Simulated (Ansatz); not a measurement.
CoO, DFT, PBE, PAW with Ansatz's default frozen-core files, scalar-relativistic (Ansatz 0.2.0), run on 1 thread of Intel(R) Xeon(R) 6975P-C (Granite Rapids) on a shared host.

The cell is COD entry 1528838, as deposited and not checked against the literature; nothing was relaxed.

Command: `ansatz run input.yaml --threads 1 --pin off --max-ram 3072MiB --backend cpu --events-out ev --progress --plain --runs-dir out`

```yaml
crystal:
  lattice:
    - [-1.5080001529, 1.5080001529, 2.1072499549]
    - [1.5080001529, -1.5080001529, 2.1072499549]
    - [1.5080001529, 1.5080001529, -2.1072499549]
  atoms:
    - { symbol: Co, position: [0.0, 0.0, 0.0], spin: 2.0 }
    - { symbol: O, position: [0.5, 0.5, 0.0] }
magnetization:
  spin_polarized: true
kpoints:
  mp_grid: { grid: [13, 13, 15] }
  band_path:
    path:
      - [0.0, 0.0, 0.0]
      - [0.0, 0.0, 0.5]
      - [0.25, 0.25, 0.25]
      - [0.0, 0.5, 0.0]
      - [0.0, 0.0, 0.0]
      - [0.5, 0.5, -0.5]
      - [0.3780296839, 0.6219703161, -0.3780296839]
      - [-0.3780296839, 0.3780296839, 0.3780296839]
      - [0.0, 0.0, 0.0]
    npoints: 14
scf:
  occupations: { method: fermi_dirac, width: 0.03 }
hamiltonian:
  xc: pbe
  pseudopotentials: { kind: paw }
output:
  forces: true
  stress: true
  eigenvalues: true
  efg: { contact_densities: true }
  populations: true
  bader: true
  dos: { projected: true, de: 0.2, e_range: [-14, 8] }
  write_density: true
  write_potential: true
  elf: true
  volumetric_format: npy
```

**Question.** How large is the problem that the program sets up?

**Answer.** 686 irreducible k-points, 339 plane waves at Γ, 17 bands.

**Question.** About how long does it take, and how much memory does it use?

**Answer.** 45 s of wall time for 16 SCF iterations, with a peak of 0.71 GiB. Times on shared machines scatter by tens of per cent.

**Question.** And the same cell and mesh by LAPW (all electrons), asked for forces, stress, eigenvalues, populations, dos and the same band path, on the same hardware?

**Answer.** 2.7 min, peak memory 2 GiB.

**Question.** And the same cell and mesh by all-electron PAW (datasets made for this crystal), asked for forces, stress, eigenvalues, efg and the same band path, on the same hardware?

**Answer.** 2.3 min, peak memory 2.2 GiB.
